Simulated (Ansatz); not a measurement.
# Pt: a stretch of c alone

Aim: apply a stretch of c alone to Pt from -3 to +3 %, where the rest of the cell is held and the atoms relax, and follow energy, stress and any gap.

The COD entry's cell or inner coordinates are ideal or old and differ from later refinements, so a difference from it is no clean test against experiment.

Computed with Ansatz 0.2.0 (DFT PBEsol, scalar-relativistic, plane waves, PAW, unless a step's input says otherwise).

2 further runs of the same task are left out: 2 set aside as unsound or not needed.

**1. Starting point**

Symmetry: Fm-3m, No. 225, cubic system. The conventional cell has a = 3.918 Å, b = 3.918 Å, c = 3.918 Å, α = 90.00°, β = 90.00°, γ = 90.00°. Around Pt (site symmetry m-3m) lie 12 Pt at 2.77 Å.

As a file:

```cif
data_structure
_symmetry_space_group_name_H-M 'Fm-3m'
_symmetry_Int_Tables_number 225
_cell_length_a 3.9181
_cell_length_b 3.9181
_cell_length_c 3.9181
_cell_angle_alpha 90.000
_cell_angle_beta 90.000
_cell_angle_gamma 90.000
_cell_volume 60.15
loop_
_atom_site_label
_atom_site_type_symbol
_atom_site_symmetry_multiplicity
_atom_site_Wyckoff_symbol
_atom_site_fract_x
_atom_site_fract_y
_atom_site_fract_z
_atom_site_occupancy
Pt1 Pt 4 a 0.00000 0.00000 0.00000 1
```

The unstrained cell was computed beforehand with the same settings: E(σ→0) = -24767.6378 eV for 2 atoms, gap none (metal).

**2. At -1.0 %**

Contents of input.yaml:

```yaml
crystal:
  lattice:
    - [1.959030345, 1.959030345, 0.0]
    - [-1.959030345, 1.959030345, 0.0]
    - [0.0, 0.0, 3.878880083]
  atoms:
    - { symbol: Pt, position: [0.0, 0.0, 0.0] }
    - { symbol: Pt, position: [0.5, 0.5, 0.5] }
basis:
  ecutwfc: 420
kpoints:
  mp_grid: { grid: [18, 18, 14] }
hamiltonian:
  xc: pbesol
scf:
  occupations: { method: gaussian, width: 0.1 }
output:
  forces: true
  stress: true
  eigenvalues: true
```

Run with:

```
ansatz run input.yaml --threads 1 --pin off --max-ram 2560MiB --backend cpu --events-out ev --progress --plain --runs-dir out
```

The session goes on with these runs: the cell strained by +1.0 %; strain -2.0 %; the cell strained by +2.0 %; the cell strained by -3.0 %; At +3.0 %.

**Question.** What will these runs give? Wanted: (1/V) d²E/dε² at zero strain, cubic fit.

**Answer**, as computed:

| quantity | value |
| --- | --- |
| largest energy cost | 15.3 meV/atom at -3.0 % |
| (1/V) d²E/dε² at zero strain, cubic fit | 350 GPa |

In words: The curvature of the energy, 350 GPa, is the elastic constant along c at held a and b. Spin-orbit coupling is left out for Pt.
